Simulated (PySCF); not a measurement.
Job file and geometry (Å, from GFN2-xTB, dihedral held) of a spin–spin coupling run on propylamine, C$_{3}$H$_{9}$N, B3LYP/pcJ-1 indirect spin-spin coupling, non-relativistic, gas phase in PySCF; density fitting, a coarse starting grid and PySCF grid level 2 are the driver's defaults:

```
{"job": {"kind": "j", "xc": "B3LYP", "basis": "pcJ-1"}, "charge": 0, "multiplicity": 1}
C      1.732266     0.207583     0.483918
C      0.471343     0.206520    -0.372902
C     -0.752849    -0.349330     0.357671
N     -1.060573     0.431260     1.546310
H      2.587784     0.520883    -0.109991
H      1.629468     0.896011     1.318290
H      1.934191    -0.789934     0.871598
H      0.637432    -0.396556    -1.267751
H      0.253340     1.228968    -0.685348
H     -0.576104    -1.417277     0.582212
H     -1.619092    -0.289525    -0.307021
H     -0.331860     0.314101     2.241453
H     -1.930277     0.111938     1.958267
```

**Question.** Write the output of this run.

**Answer.** 
```
coarse grid: 9904 points
cycle   1  E = -174.4134167202  dE =  1.439e-01  |g| = 4.896e-01  |ddm| = 2.522e+00
cycle   2  E = -174.3763298865  dE =  3.709e-02  |g| = 6.409e-01  |ddm| = 9.410e-01
cycle   3  E = -174.4719594651  dE = -9.563e-02  |g| = 4.398e-02  |ddm| = 5.382e-01
cycle   4  E = -174.4722196285  dE = -2.602e-04  |g| = 2.343e-02  |ddm| = 4.630e-02
cycle   5  E = -174.4723290296  dE = -1.094e-04  |g| = 6.550e-03  |ddm| = 2.041e-02
cycle   6  E = -174.4723381054  dE = -9.076e-06  |g| = 7.678e-04  |ddm| = 5.239e-03
final grid: 92968 points
cycle   7  E = -174.5038789722  dE = -7.707e-05  |g| = 6.311e-03  |ddm| = 1.773e-02
cycle   8  E = -174.5038729597  dE =  6.013e-06  |g| = 8.026e-03  |ddm| = 1.076e-02
cycle   9  E = -174.5038887133  dE = -1.575e-05  |g| = 3.210e-04  |ddm| = 6.190e-03
cycle  10  E = -174.5038887196  dE = -6.333e-09  |g| = 2.553e-04  |ddm| = 4.060e-04
cycle  11  E = -174.5038887324  dE = -1.280e-08  |g| = 4.377e-05  |ddm| = 1.922e-04
cycle  12  E = -174.5038887328  dE = -3.625e-10  |g| = 7.593e-06  |ddm| = 3.713e-05
converged SCF energy = -174.5038887328

Indirect spin-spin couplings (Hz)
  i      j    bonds     total        FC       PSO       DSO        SD
  0 C    1 C    1     34.532    34.620    -0.259     0.171         -
  0 C    2 C    2     -1.698    -1.557    -0.142     0.001         -
  0 C    3 N    3     -2.043    -2.054     0.009    -0.001     0.003
  0 C    4 H    1    132.662   130.812     1.260     0.590         -
  0 C    5 H    1    131.814   129.953     1.216     0.645         -
  0 C    6 H    1    128.895   126.985     1.278     0.633         -
  0 C    7 H    2     -3.529    -3.502     0.202    -0.229         -
  0 C    8 H    2     -2.755    -2.762     0.215    -0.208         -
  0 C    9 H    3      3.646     3.615     0.067    -0.036         -
  0 C   10 H    3      9.454     9.506     0.416    -0.468         -
  0 C   12 H    4      0.491     0.519     0.395    -0.423         -
  1 C    2 C    1     37.345    37.617    -0.479     0.207         -
  1 C    3 N    2     -3.899    -3.981     0.071    -0.000     0.011
  1 C    4 H    2     -3.274    -3.291     0.223    -0.206         -
  1 C    5 H    2     -4.083    -4.125     0.223    -0.181         -
  1 C    6 H    2     -3.801    -3.841     0.233    -0.192         -
  1 C    7 H    1    130.734   128.905     1.017     0.812         -
  1 C    8 H    1    134.263   132.579     0.850     0.834         -
  1 C    9 H    2     -0.465    -0.426     0.083    -0.123         -
  1 C   10 H    2     -3.939    -3.870     0.071    -0.141         -
  1 C   11 H    3      0.325     0.342     0.057    -0.073         -
  1 C   12 H    3     11.029    11.088     0.526    -0.585         -
  2 C    3 N    1     -4.341    -3.484    -0.031    -0.071    -0.755
  2 C    4 H    3     11.003    11.056     0.378    -0.431         -
  2 C    5 H    3      1.489     1.539     0.010    -0.060         -
  2 C    6 H    3      3.793     3.805    -0.053     0.041         -
  2 C    7 H    2     -1.503    -1.446     0.050    -0.107         -
  2 C    8 H    2     -4.715    -4.699     0.095    -0.111         -
  2 C    9 H    1    132.752   131.285     0.576     0.891         -
  2 C   10 H    1    139.525   138.133     0.530     0.862         -
  2 C   11 H    2     -2.811    -2.889     0.457    -0.379         -
  2 C   12 H    2     -1.893    -1.881     0.407    -0.418         -
  3 N    6 H    4      0.189     0.203    -0.076     0.041     0.021
  3 N    7 H    3     -6.581    -6.637    -0.132     0.199    -0.011
  3 N    8 H    3     -0.934    -0.948     0.018    -0.004    -0.000
  3 N    9 H    2      0.583     0.578    -0.177     0.142     0.040
  3 N   10 H    2     -2.559    -2.474    -0.186     0.093     0.008
  3 N   11 H    1    -65.347   -61.948    -2.912    -0.260    -0.227
  3 N   12 H    1    -67.054   -63.592    -2.993    -0.238    -0.231
  4 H    5 H    2    -13.967   -14.071     2.795    -2.692         -
  4 H    6 H    2    -13.912   -14.002     2.816    -2.726         -
  4 H    7 H    3      5.361     5.479     0.304    -0.423         -
  4 H    8 H    3      2.680     2.805     0.542    -0.667         -
  4 H    9 H    4     -0.508    -0.418     1.400    -1.490         -
  4 H   10 H    4      0.770     0.827     1.688    -1.744         -
  4 H   11 H    5     -0.226    -0.196     1.001    -1.031         -
  4 H   12 H    5     -0.342    -0.246     1.709    -1.805         -
  5 H    6 H    2    -11.893   -12.010     2.759    -2.643         -
  5 H    7 H    3     15.742    15.852     2.797    -2.906         -
  5 H    8 H    3      5.287     5.381     0.227    -0.321         -
  5 H    9 H    4     -0.372    -0.229     0.797    -0.939         -
  5 H   10 H    4     -0.694    -0.561     1.586    -1.719         -
  6 H    7 H    3      2.899     3.018     0.606    -0.726         -
  6 H    8 H    3     15.126    15.231     2.812    -2.917         -
  6 H    9 H    4     -0.209    -0.232    -1.179     1.201         -
  6 H   10 H    4     -0.398    -0.296     1.535    -1.637         -
  7 H    8 H    2    -13.113   -13.236     2.478    -2.354         -
  7 H    9 H    3      2.544     2.610     0.156    -0.222         -
  7 H   10 H    3      3.252     3.350     0.256    -0.354         -
  7 H   11 H    4     -0.643    -0.502     1.745    -1.887         -
  7 H   12 H    4      1.575     1.671     1.998    -2.094         -
  8 H    9 H    3     12.543    12.660     2.731    -2.849         -
  8 H   10 H    3      4.333     4.408     0.182    -0.257         -
  8 H   11 H    4     -0.361    -0.200     0.886    -1.046         -
  8 H   12 H    4     -0.548    -0.414     1.803    -1.936         -
  9 H   10 H    2    -10.904   -10.976     2.257    -2.185         -
  9 H   11 H    3      3.916     4.104     0.476    -0.664         -
  9 H   12 H    3      1.003     1.230     0.827    -1.054         -
 10 H   11 H    3     16.877    17.006     3.618    -3.747         -
 10 H   12 H    3      3.993     4.133     0.399    -0.539         -
 11 H   12 H    2     -9.006    -9.719     5.177    -4.464         -
```

The geometry is no minimum: GFN2-xTB, dihedral held.

Size and cost of the density-fitted run: 198 basis functions, 18 s wall time on 1 thread of an Arm Neoverse V1, shared host.
